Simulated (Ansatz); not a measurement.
Method: DFT PBE, scalar-relativistic, plane waves, PAW (Ansatz). All cells share a 420 eV cutoff and Γ-centred k meshes spaced at most about 0.3 Å⁻¹ (about 0.25 or finer for metals, 2π included). Spin is collinear in cells that carry moments; the others ran without spin or lost their moments.

All energies are static (0 K, no zero-point motion).

Question: Which of these relaxed structures of Sc5Al is the lowest in energy?
A.
(no moments)
```
Sc Al
1.0
     5.59123    0.00000    0.00000
    -2.79562    4.84215    0.00000
     0.00000    0.00000    5.06475
Sc Al
5 1
Direct
  0.00000 0.68504 0.00000
  0.68504 0.00000 0.00000
  0.31496 0.31496 0.00000
  0.33333 0.66667 0.50000
  0.66667 0.33333 0.50000
  0.00000 0.00000 0.50000
```

B.
(parallel moments up to 0.2 μB)
```
Sc Al
1.0
     3.26318    0.00000    0.00000
    -1.63159    2.82599    0.00000
     0.00000    0.00000   15.28789
Sc Al
5 1
Cartesian
  0.0000 1.8840 12.9278
  0.0000 1.8840 2.3601
  0.0000 0.0000 10.2617
  0.0000 0.0000 5.0262
  0.0000 1.8840 7.6439
  0.0000 0.0000 0.0000
```

Answer: A. The other, B, lies 55 meV/atom higher. Forms: A P-62m; B P-6m2. Counting all near atoms (those within 1.25 times the shortest distance at each site): A has Sc 12, Al 12; B has Sc 12, Al 12. Both come from invented guesses. The lowest form computed isn't among them: it has Sc and Al ordered on fcc sites, space group P4/mmm (No. 123), 23.0 Å³/atom and lies 24 meV/atom below the best shown.

Another magnetic order may lie lower. Cells relaxed within their symmetry can be saddle points. Some structure types and database cells were kept out of the candidates from the start, so a known form may be missing.
